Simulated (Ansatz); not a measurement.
Crystal: As, diamond type, 2 atoms in the cell.

Method: PBE, plane waves, PAW datasets (generated soft set 1) in Ansatz.

Cutoff 420 eV; k-mesh 31×31×31 Γ-centred; Fermi–Dirac smearing of 0.0612 eV; no spin polarisation.

(1) What equilibrium volume, lattice constant and bulk modulus does this give?

## Answers

(1) V₀ = 28.521 Å³/atom (a₀ = 6.111 Å), B₀ = 46.3 GPa, B₀′ = 3.78. The points behind the fit:

```json
{"V (Å³/atom)": "26.832", "a (Å)": "5.9875", "E − E(min) (meV/atom)": "15.91", "P (GPa)": "3.17"}
{"V (Å³/atom)": "27.403", "a (Å)": "6.0297", "E − E(min) (meV/atom)": "6.74", "P (GPa)": "2.00"}
{"V (Å³/atom)": "27.974", "a (Å)": "6.0713", "E − E(min) (meV/atom)": "1.56", "P (GPa)": "0.93"}
{"V (Å³/atom)": "28.545", "a (Å)": "6.1123", "E − E(min) (meV/atom)": "0.00", "P (GPa)": "-0.04"}
{"V (Å³/atom)": "29.116", "a (Å)": "6.1528", "E − E(min) (meV/atom)": "1.73", "P (GPa)": "-0.92"}
{"V (Å³/atom)": "29.687", "a (Å)": "6.1927", "E − E(min) (meV/atom)": "6.44", "P (GPa)": "-1.72"}
{"V (Å³/atom)": "30.257", "a (Å)": "6.2322", "E − E(min) (meV/atom)": "13.88", "P (GPa)": "-2.44"}
```

The published all-electron PBE values for this crystal (mean of FLEUR and WIEN2k, k-spacing 0.06 Å⁻¹; Bosoni et al., Nat. Rev. Phys. 6, 45 (2024)) are V₀ = 28.517 Å³/atom, B₀ = 46.3 GPa, B₀′ = 3.78.

The stress includes the program's correction for the finite plane-wave basis.

This cubic structure is a model: it isn't the usual form of the substance at ambient conditions, and such phases are metastable or hypothetical.
